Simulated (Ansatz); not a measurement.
**Li: equation of state**

Aim: scale the cell of Li up and down at fixed shape and fractional positions, and get the equilibrium volume and bulk modulus with LAPW, PAW and all-electron datasets made for the crystal.

This is Li in the fcc structure; at room conditions it is bcc.

Program: Ansatz 0.2.0. Level of theory: DFT PBE, scalar-relativistic. These are calculated values, not measurements.

**1. The starting structure**

Symmetry: Fm-3m, No. 225, cubic system. Conventional cell: a = 4.404 Å, b = 4.404 Å, c = 4.404 Å, α = 90.00°, β = 90.00°, γ = 90.00°. Around Li (site symmetry m-3m) lie 12 Li at 3.11 Å.

Structure file:

```
CELL_PARAMETERS angstrom
0.00000 2.20200 2.20200
2.20200 0.00000 2.20200
2.20200 2.20200 0.00000
ATOMIC_POSITIONS crystal
Li 0.00000 0.00000 0.00000
```

Structure: COD 9008473, as refined from experiment and not relaxed.

**2. Volume × 0.95, LAPW**

The input, input.yaml:

```yaml
crystal:
  lattice:
    - [0.0, 2.1646707546, 2.1646707546]
    - [2.1646707546, 0.0, 2.1646707546]
    - [2.1646707546, 2.1646707546, 0.0]
  atoms:
    - { symbol: Li, position: [0.0, 0.0, 0.0] }
kpoints:
  mp_grid: { grid: [16, 16, 16] }
scf:
  occupations: { method: fermi_dirac, width: 0.05 }
hamiltonian:
  xc: pbe
  pseudopotentials: { kind: all_electron, lapw: { basis_error: 0.0005 } }
output:
  forces: true
  stress: true
  eigenvalues: true
```

Launch:

```console
$ ansatz run input.yaml --threads 1 --pin off --max-ram 2048MiB --backend cpu --events-out ev --progress --plain --runs-dir out
```

**3. Volume × 0.95, PAW**

input.yaml, as its differences from that of step 2:

```diff
@@ -13,3 +13,3 @@
   xc: pbe
-  pseudopotentials: { kind: all_electron, lapw: { basis_error: 0.0005 } }
+  pseudopotentials: { kind: paw }
 output:
@@ -18 +18,6 @@
   eigenvalues: true
+  efg: { contact_densities: true }
+  write_density: true
+  write_potential: true
+  elf: true
+  volumetric_format: npy
```

**4. Volume × 0.95, crystal datasets**

input.yaml, as its differences from that of step 3:

```diff
@@ -13,3 +13,3 @@
   xc: pbe
-  pseudopotentials: { kind: paw }
+  pseudopotentials: { kind: all_electron, datasets: crystal }
 output:
@@ -19,5 +19 @@
   efg: { contact_densities: true }
-  write_density: true
-  write_potential: true
-  elf: true
-  volumetric_format: npy
```

**5. Volume × 0.975, LAPW**

The input, input.yaml:

```yaml
crystal:
  lattice:
    - [0.0, 2.1834949234, 2.1834949234]
    - [2.1834949234, 0.0, 2.1834949234]
    - [2.1834949234, 2.1834949234, 0.0]
  atoms:
    - { symbol: Li, position: [0.0, 0.0, 0.0] }
kpoints:
  mp_grid: { grid: [16, 16, 16] }
scf:
  occupations: { method: fermi_dirac, width: 0.05 }
hamiltonian:
  xc: pbe
  pseudopotentials: { kind: all_electron, lapw: { basis_error: 0.0005 } }
output:
  forces: true
  stress: true
  eigenvalues: true
```

**6. Volume × 0.975, PAW**

input.yaml, as its differences from that of step 5:

```diff
@@ -13,3 +13,3 @@
   xc: pbe
-  pseudopotentials: { kind: all_electron, lapw: { basis_error: 0.0005 } }
+  pseudopotentials: { kind: paw }
 output:
@@ -18 +18,6 @@
   eigenvalues: true
+  efg: { contact_densities: true }
+  write_density: true
+  write_potential: true
+  elf: true
+  volumetric_format: npy
```

**7. Volume × 1.025, LAPW**

The input, input.yaml:

```yaml
crystal:
  lattice:
    - [0.0, 2.2201991724, 2.2201991724]
    - [2.2201991724, 0.0, 2.2201991724]
    - [2.2201991724, 2.2201991724, 0.0]
  atoms:
    - { symbol: Li, position: [0.0, 0.0, 0.0] }
kpoints:
  mp_grid: { grid: [16, 16, 16] }
scf:
  occupations: { method: fermi_dirac, width: 0.05 }
hamiltonian:
  xc: pbe
  pseudopotentials: { kind: all_electron, lapw: { basis_error: 0.0005 } }
output:
  forces: true
  stress: true
  eigenvalues: true
```

**8. Volume × 1.025, PAW**

input.yaml, as its differences from that of step 7:

```diff
@@ -13,3 +13,3 @@
   xc: pbe
-  pseudopotentials: { kind: all_electron, lapw: { basis_error: 0.0005 } }
+  pseudopotentials: { kind: paw }
 output:
@@ -18 +18,6 @@
   eigenvalues: true
+  efg: { contact_densities: true }
+  write_density: true
+  write_potential: true
+  elf: true
+  volumetric_format: npy
```

**9. Volume × 1.05, LAPW**

The input, input.yaml:

```yaml
crystal:
  lattice:
    - [0.0, 2.2381047777, 2.2381047777]
    - [2.2381047777, 0.0, 2.2381047777]
    - [2.2381047777, 2.2381047777, 0.0]
  atoms:
    - { symbol: Li, position: [0.0, 0.0, 0.0] }
kpoints:
  mp_grid: { grid: [16, 16, 16] }
scf:
  occupations: { method: fermi_dirac, width: 0.05 }
hamiltonian:
  xc: pbe
  pseudopotentials: { kind: all_electron, lapw: { basis_error: 0.0005 } }
output:
  forces: true
  stress: true
  eigenvalues: true
```

**10. Volume × 1.05, PAW**

input.yaml, as its differences from that of step 9:

```diff
@@ -13,3 +13,3 @@
   xc: pbe
-  pseudopotentials: { kind: all_electron, lapw: { basis_error: 0.0005 } }
+  pseudopotentials: { kind: paw }
 output:
@@ -18 +18,2 @@
   eigenvalues: true
+  efg: { contact_densities: true }
```

**11. Volume × 1.05, crystal datasets**

input.yaml, as its differences from that of step 10:

```diff
@@ -13,3 +13,3 @@
   xc: pbe
-  pseudopotentials: { kind: paw }
+  pseudopotentials: { kind: all_electron, datasets: crystal }
 output:
```

(Steps that only read results are left out.)

Before running it: what results should come out?

As calculated:

| quantity | value |
| --- | --- |
| pressure at 20.29 Å³/atom (LAPW) | -0.05 GPa |
| pressure at 22.42 Å³/atom (LAPW) | -1.21 GPa |

In words: Over this range the mean stiffness −dP/dlnV is 12 GPa by LAPW; the pressure keeps one sign, so equilibrium lies outside the range. No thermal or zero-point expansion is included.
